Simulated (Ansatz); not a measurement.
BaF2:
```xyz
3
Lattice="0.0000 3.0974 3.0974 3.0974 0.0000 3.0974 3.0974 3.0974 0.0000" Properties=species:S:1:pos:R:3 pbc="T T T"
Ba     0.0000     0.0000     0.0000
F      1.5487     1.5487     1.5487
F      4.6460     4.6460     4.6460
```

Relaxed with r²SCAN. Special points in fractions of this cell's reciprocal vectors: Γ (0.000, 0.000, 0.000); X (0.500, 0.000, 0.500); U (0.625, 0.250, 0.625); K (0.375, 0.375, 0.750); L (0.500, 0.500, 0.500); W (0.500, 0.250, 0.750).

Question: List the band energies nearest the valence-band maximum at these points for the program Ansatz at the r²SCAN level (PAW).

Answer: In eV from the valence-band maximum; about four levels below and three above (degenerate sets whole), none deeper than 8.9 eV; points with the same levels are listed once.

| k | below | above |
|---|---|---|
| Γ | -1.47 -1.47 -1.47 -0.10 -0.10 -0.10 | 7.41 9.99 9.99 |
| X | -0.36 -0.36 -0.32 -0.32 -0.17 | 7.75 9.92 11.48 |
| U | -0.52 -0.34 -0.23 -0.17 | 8.02 10.28 10.66 |
| L | -0.64 -0.36 -0.18 -0.18 | 9.92 9.93 9.93 |
| W | -0.35 -0.35 -0.31 -0.23 | 8.02 10.53 10.79 10.79 |

Space group Fm-3m (fluorite). The cell was relaxed with r²SCAN under the symmetry of its start. Scalar-relativistic: spin–orbit coupling is off unless named, which matters more the heavier the elements.

Potentials: the later of the program's two PAW sets.
